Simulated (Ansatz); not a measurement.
InP in the zincblende structure, relaxed with r2SCAN in the plane-wave code Ansatz. Space group F-43m (No. 216), cubic; a = 5.908 Å in the conventional setting, 25.77 Å³ an atom. In is surrounded by 4 P at 2.56 Å; P is surrounded by 4 In at 2.56 Å.

The axes x, y and z are those of this cell:
```yaml
crystal:
  lattice:
    - [0.00000, 2.95379, 2.95379]
    - [2.95379, 0.00000, 2.95379]
    - [2.95379, 2.95379, 0.00000]
  atoms:
    - { symbol: In, position: [0.00000, 0.00000, 0.00000] }
    - { symbol: P, position: [0.25000, 0.25000, 0.25000] }
```

Unstrained: With PBE the gap is 0.586 eV and direct, at Γ. With r2SCAN the gap is 1.026 eV and direct, at Γ. HSE06 gives a direct gap of 1.357 eV at Γ. Meshes: PBE 8×8×8, r2SCAN 8×8×8, HSE06 6×6×6. Strains are changes of length per length. After each strain the atoms were relaxed again with r2SCAN within the symmetry that the strain leaves, so tilts or polar shifts that break it weren't tested; points keep the names that they have in the unstrained zone. Spin-unpolarised throughout; all numbers are computed.

Question: Apply uniaxial -1.81 % along x, other directions held. How far does the gap move, against the unstrained cell?

Answer: PBE: the gap goes from 0.586 to 0.628 eV (+0.042 eV); with r2SCAN the top three valence levels at Γ, degenerate before, become 1+2 from the top over 87 meV. r2SCAN: the gap goes from 1.026 to 1.073 eV (+0.047 eV). HSE06: the gap goes from 1.357 to 1.408 eV (+0.051 eV). The r2SCAN energy rises by 2.5 meV an atom.

Question: Estimate what biaxial -1.62 % in x and y, z held does to the gap.

Answer: PBE: the gap goes from 0.586 to 0.736 eV (+0.150 eV); with r2SCAN the top three valence levels at Γ, degenerate before, become 2+1 from the top over 84 meV. r2SCAN: the gap goes from 1.026 to 1.188 eV (+0.162 eV). HSE06: the gap goes from 1.357 to 1.527 eV (+0.170 eV). The r2SCAN energy rises by 6.5 meV an atom.

Question: One strain changed the r2SCAN stress by xx -6.89, yy -6.89, zz -6.89 GPa (compression positive) and the gap by -0.586 eV (PBE), -0.811 eV (r2SCAN), -0.865 eV (HSE06). Which kind of strain was it, and roughly how large?

Answer: Isotropic +4.76 % on every length. The pattern of the stress gives the kind; the size needs the stiffness, so it is an estimate.

Spin-orbit coupling is left out, which matters wherever the heavy atoms make up the band edges.

The meshes of the hybrids are coarse, so their gaps aren't converged to the digits shown.

The splittings at Γ are without spin-orbit coupling, which regroups them where it is of like size or larger.
